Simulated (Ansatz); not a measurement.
TiO2 (Anatase):

```xyz
6
Lattice="-1.8921 1.8921 4.7573 1.8921 -1.8921 4.7573 1.8921 1.8921 -4.7573" Properties=species:S:1:pos:R:3 pbc="T T T"
Ti    0.0000    1.8921    2.3786
Ti    0.0000    0.0000    0.0000
O     0.0000    0.0000    7.5346
O     0.0000    1.8921    0.3987
O     0.0000    1.8921    4.3586
O     0.0000    0.0000    1.9800
```

Base run:

```yaml
Program: Ansatz 0.2.0
Functional: PBE
Potentials_or_basis: Ansatz PAW
Cutoff: 420 eV
Density_cutoff: 1680 eV
k_mesh: 10 × 10 × 10
Occupations: fermi-dirac, width 0.05 eV
Spin: no spin polarisation
Hubbard_terms: Ti d U = 5 eV
```

Its results: band gap on the k mesh 2.81 eV, indirect (least direct gap 3.17 eV); pressure 9.5 GPa; largest force 0.055 eV/Å.

**Question.** After a change of settings the same cell gave: band gap on the k mesh 2.65 eV, indirect (least direct gap 3.00 eV); pressure 8.5 GPa; largest force 0.063 eV/Å. Which change was it?
A. hubbard terms from Ti d U = 5 eV to Ti d U = 2 eV
B. hubbard terms from Ti d U = 5 eV to Ti d U = 4 eV
C. functional from PBE to PBEsol; hubbard terms from Ti d U = 5 eV to Ti d U = 6 eV
D. functional from PBE to revPBE; hubbard terms from Ti d U = 5 eV to none; hubbard projectors from ortho-atomic (the default) to none

**Answer.** B.

Caveats: the density of states is complete only up to the lowest level of the last band computed.

Not every run made on this cell is shown here.
